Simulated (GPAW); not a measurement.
The system is BaTiO3.

```
Ba Ti O
1.0
     2.82737    1.63238    2.31839
    -2.82737    1.63238    2.31839
     0.00000   -3.26476    2.31839
Ba Ti O
1 1 3
Direct
  0.00000 0.00000 0.00000
  0.48450 0.48450 0.48450
  0.50860 0.01750 0.50860
  0.01750 0.50860 0.50860
  0.50860 0.50860 0.01750
```

Base run:

| Property | Result |
| --- | --- |
| Program | GPAW 26.7.0 |
| Functional | PBEsol |
| Potentials or basis | PAW data sets generated in the run's folder for this functional |
| Cutoff | 800 eV |
| Basis | pw |
| k mesh | 5 × 5 × 5 |
| Occupations | fermi-dirac, width 0.05 eV |
| Spin | no spin polarisation |

Its results: band gap on the k mesh 2.49 eV, indirect (least direct gap 2.76 eV); pressure 0.3 GPa; largest force 0.193 eV/Å.

The run is repeated on the same cell with these changes: hubbard terms from none to Ti d U = 8 eV. What comes out?

Band gap on the k mesh 3.58 eV, indirect (least direct gap 3.87 eV); pressure 4.9 GPa; largest force 1.994 eV/Å.

The U term pushes filled and empty states of the shell apart.

Caveats: spin-orbit coupling is left out, which moves the levels of the heavy elements; the mesh misses the band edges, which the band path finds closer together; forces of over 1 eV/Å show positions far from the minimum, so gaps and moduli don't describe the material at rest (some runs).

Not every run made on this cell is shown here.
